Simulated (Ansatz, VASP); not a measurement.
## Mg in VASP and in Ansatz

```
CELL_PARAMETERS angstrom
3.20930 0.00000 0.00000
-1.60465 2.77934 0.00000
0.00000 0.00000 5.21030
ATOMIC_POSITIONS crystal
Mg 0.67167 0.33858 0.75431
Mg 0.33659 0.68100 0.24316
```

Change from the starting cell: atoms moved at random, drawn with an rms of 0.05 Å.

Alike in both runs: task single point; functional PBEsol; k mesh 10 × 10 × 5; occupations fermi-dirac, width 0.05 eV; no spin polarisation.

|  | VASP | Ansatz |
| --- | --- | --- |
| version | VASP 6.6.1 | Ansatz 0.2.0 |
| potentials or method | VASP PAW PBE potentials, release 64 (Mg) | Ansatz PAW |
| plane-wave cutoff (eV) | 520 | 420 |
| valence electrons in the cell | 4 | 20 |

VASP gave:

| Quantity | Value |
| --- | --- |
| gap on the k mesh at the Fermi level (eV) | none |
| pressure (GPa) | -1.0 |
| largest component of the traceless stress (GPa) | 0.79 |
| rms of the force components (eV/Å) | 0.089 |

Problem. What did Ansatz give for the same quantities?

Solution. gap on the k mesh at the Fermi level (eV): none; pressure (GPa): -1.0; largest component of the traceless stress (GPa): 0.80; rms of the force components (eV/Å): 0.088.

Atom by atom the forces differ by 0.000 eV/Å (rms over components). A gap of «none» marks a metal or a gap that the smearing closes. The functional is the same, so the differences come from potentials, cutoffs and numerics. The two sets of potentials don't hold the same shells in valence.

Caveats: the PAW data sets were made with another functional, which shifts forces and pressure a little (VASP); the PAW data sets come from PBE, with cores solved anew for the run's functional, which leaves a small shift of forces and pressure (Ansatz).
